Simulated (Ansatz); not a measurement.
**Ir: single point with PBE**

Ir:

```xyz
2
Lattice="2.7514 0.0000 0.0000 -1.3757 2.3828 0.0000 0.0000 0.0000 4.4623" Properties=species:S:1:pos:R:3 pbc="T T T"
Ir    0.0000    1.5885    1.1156
Ir    1.3757    0.7943    3.3467
```

This isn't the form of Ir at room conditions, which is fcc.

```
Program             : Ansatz 0.2.0
Task                : single point
Functional          : PBE
Potentials or basis : Ansatz PAW
Cutoff              : 420 eV (not typed: the program's choice for these potentials)
k mesh              : 11 × 11 × 6
Occupations         : gaussian, width 0.014 eV
Spin                : no spin polarisation
```

```
Pressure               : -1.4 GPa
Band gap on the k mesh : none (metal or under the smearing width)
```

Stress tensor (GPa, compression positive):
```
-1.77  0.00  0.00
 0.00 -1.77  0.00
 0.00  0.00 -0.73
```

Levels at points of the mesh, in eV from the Fermi level:
```csv
k point,band 14,band 15,band 16,band 17,band 18,band 19,band 20,band 21
"(0.00, 0.00, 0.00)",-3.03,-3.03,-2.26,-2.26,-0.74,0.27,0.27,6.80
"(0.00, 0.00, -0.50)",-3.77,-3.77,-3.77,-0.44,-0.44,-0.44,-0.44,13.16
```

Run time: 0.91 s on 2 threads of Arm Neoverse V2, on a shared host, peak memory 0.3 GiB.

Spin-orbit coupling is left out, which matters for the levels of Ir.
